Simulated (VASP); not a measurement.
ZrH:

```xyz
2
Lattice="2.4538 0.0000 0.0000 -1.2269 2.1250 0.0000 0.0000 0.0000 4.8748" Properties=species:S:1:pos:R:3 pbc="T T T"
Zr    0.0000    0.0000    2.4374
H     0.0000    0.0000    0.0000
```

The cell was built by a generator and needn't be a form met in nature.

| Property | Result |
| --- | --- |
| Program | VASP 6.6.1 |
| Task | relaxation of cell and atoms |
| Functional | PBE |
| Potentials or basis | VASP PAW PBE potentials, release 64 (Zr_sv, H) |
| Cutoff | 520 eV |
| k mesh | 9 × 9 × 4 |
| Occupations | gaussian, width 0.15 eV |
| Spin | no spin polarisation |

At the start: pressure 40.3 GPa; volume 12.71 Å³/atom.

Question: Where does the relaxation end?

Answer: Over 9 steps the energy falls by 1583.2 meV/atom and the volume is 16.10 Å³/atom (+26.7 %); space group P6/mmm (No. 191, to 0.05 Å).

Step by step:
```
step  energy change (eV)  largest force (eV/Å)  pressure (GPa)  volume (Å³)
   1              0.0000                0.0000           40.33        25.42
   2             -2.7933                0.0000           -7.94        37.47
   3             -2.8085                0.0000           -8.43        38.00
   4             -2.8234                0.0000           -9.47        39.04
   5             -2.8178                0.0000           -9.07        38.47
   6             -3.1423                0.0000           -1.78        33.77
   7             -3.1449                0.0000           -2.54        34.07
   8             -3.1654                0.0000           -0.92        32.77
   9             -3.1664                0.0000            0.24        32.21
```

Final structure:
```xyz
2
Lattice="3.1247 0.0000 0.0000 -1.5623 2.7060 0.0000 0.0000 0.0000 3.8092" Properties=species:S:1:pos:R:3 pbc="T T T"
Zr    0.0000    0.0000    1.9046
H     0.0000    0.0000    0.0000
```

Caveat: the volume moved by over 15 % at a fixed basis, so the end points are rough.
